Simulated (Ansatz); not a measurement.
Band gap from PBE to r2SCAN

All results are calculated (Ansatz 0.2.0). Periodic Kohn-Sham DFT of a crystal at fixed atoms; from the Kohn-Sham band gap at one functional setting (from_) to that at another on the same cell, zero for a metal; without relativity the nuclei are points.

Settings of every row: method frozen-core PAW; functional r2SCAN; relativity scalar; filling fermi-dirac; wave cutoff 500 eV; paw set soft_2; from setting PBE.

Limits: PAW files made with PBE; no spin-orbit coupling, which shifts gaps with heavier elements (GaAs, BAs, ZnSe, BaS, NaI); cells from prototypes or lists of computed structures, which needn't be the stable phases (BaS, CaO, NaI).

Limits of some rows: no spin-orbit coupling on heavy atoms (BaS, NaI).

Each row is one system, at the same atoms, with PBE and with r2SCAN. The rows are a selection: systems with far-off first values are left out.

| row | formula | space group | atoms in the cell | V (Å³/atom) | k mesh | smearing width (eV) | PBE (eV) | r2SCAN (eV) |
| --- | --- | --- | --- | --- | --- | --- | --- | --- |
| 1 | GaAs | F-43m (216) | 2 | 22.59 | 10x10x10 | 0.08 | 0.516 | 1.016 |
| 2 | BAs | F-43m (216) | 2 | 13.63 | 15x15x15 | 0.03 | 1.184 | 1.371 |
| 3 | ZnSe | F-43m (216) | 2 | 22.76 | 8x8x8 | 0.03 | 1.288 | 1.863 |
| 4 | BaS | F-43m (216) | 2 | 43.47 | 9x9x9 | 0.08 | 2.751 | 3.072 |
| 5 | CaO | F-43m (216) | 2 | 18.02 | 11x11x11 | 0.05 | 3.274 | ? |
| 6 | NaI | F-43m (216) | 2 | 45.94 | 10x10x10 | 0.05 | 3.771 | 4.365 |
| 7 | BN | F-43m (216) | 2 | 5.95 | 16x16x16 | 0.03 | 4.463 | 4.987 |

Question: what band gap should CaO (row 5) have with r2SCAN?

Worked estimate. Take the shift, the second value less the first: 0.500, 0.187, 0.575, 0.321, 0.594, 0.524 eV in the shown rows, 0.4502 eV in the mean. Its slope on the first value, 0.0313, is under 2.5 standard errors, so the mean serves, with a standard deviation of 0.161 eV. The shift is 0.450 eV, which gives 3.274 + 0.450 = 3.724 eV.

The calculation gave 3.699 eV, a shift of 0.425. The estimate is 0.025 eV too high, within two standard deviations; taking the first value unchanged would miss by 0.425 eV.
